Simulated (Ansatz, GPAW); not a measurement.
Given: the input of a run of GPAW 26.7.0 (ASE script) on Ga (Gallium). 

run.py

```python
from ase import Atoms
from ase.dft.bandgap import bandgap
from ase.io import write
from ase.units import GPa
from gpaw import GPAW, PW, setup_paths

setup_paths.insert(0, '.')

atoms = Atoms(['Ga', 'Ga', 'Ga', 'Ga'],
              cell=[[2.2615, -3.8305, 0.0],
                    [2.2615, 3.8305, 0.0],
                    [0.0, 0.0, 4.524]],
              scaled_positions=[[0.3451, 0.6549, 0.419],
                                [0.1549, 0.8451, 0.919],
                                [0.6549, 0.3451, 0.581],
                                [0.8451, 0.1549, 0.081]],
              pbc=True)

calc = GPAW(mode=PW(600),
            xc='PBEsol',
            kpts={'size': (7, 7, 6), 'gamma': True},
            occupations={'name': 'fermi-dirac', 'width': 0.05},
            nbands=16,
            convergence={'density': 1e-05, 'energy': 1e-05},
            maxiter=150,
            txt='gpaw.txt')
atoms.calc = calc
energy = atoms.get_potential_energy()
forces = atoms.get_forces()
stress = atoms.get_stress()
calc.write('gs.gpw')
write('result.traj', atoms)
print(f'Energy: {energy:.6f} eV')
print('Forces (eV/A):')
print(forces.round(4))
print('Stress (GPa):', (stress / GPa).round(3))
print('Fermi level:', round(calc.get_fermi_level(), 4), 'eV')
print(f'Gap: {bandgap(calc)[0]:.4f} eV, direct: {bandgap(calc, direct=True)[0]:.4f} eV')
```

Potentials or basis: PAW data sets generated in the run's folder for this functional, pw.

Run with:

```bash
$ gpaw-setup -f PBEsol Ga
$ OMP_NUM_THREADS=1 python run.py
```

Set up the same calculation for Ansatz 0.2.0. Potentials or basis there: Ansatz PAW, cutoff 420 eV.

As run (cutoffs and basis follow the program's own potentials, and thresholds, step limits or extra output files can differ):

The input input.yaml:

```yaml
crystal:
  lattice:
    - [2.2615, -3.8305, 0.0]
    - [2.2615, 3.8305, 0.0]
    - [0.0, 0.0, 4.524]
  atoms:
    - { symbol: Ga, position: [0.3451, 0.6549, 0.419] }
    - { symbol: Ga, position: [0.1549, 0.8451, 0.919] }
    - { symbol: Ga, position: [0.6549, 0.3451, 0.581] }
    - { symbol: Ga, position: [0.8451, 0.1549, 0.081] }
hamiltonian:
  xc: pbesol
  pseudopotentials: { kind: paw }
kpoints:
  mp_grid: { grid: [7, 7, 6] }
scf:
  occupations: { method: fermi_dirac, width: 0.05 }
output:
  forces: true
  stress: true
  eigenvalues: true
```

Potentials or basis: Ansatz PAW.

Command:

```console
$ ansatz run input.yaml --threads 1 --pin off --max-ram 3584MiB --backend cpu --events-out ev --progress --plain --runs-dir out
```

Both were run:

|  | GPAW | Ansatz |
| --- | --- | --- |
| Pressure | -0.8 GPa | -1.6 GPa |
| Largest force | 0.113 eV/Å | 0.125 eV/Å |

Ansatz's pressure holds a Pulay term of +0.04 GPa for its cutoff of 420 eV, which the other run lacks.

The potentials hold 12 and 52 valence electrons a cell.

Ansatz's potentials were made for PBE.

Where Ansatz's input types no cutoff or centring, it takes its own default and a Γ-centred mesh.

Pressure is positive in compression.
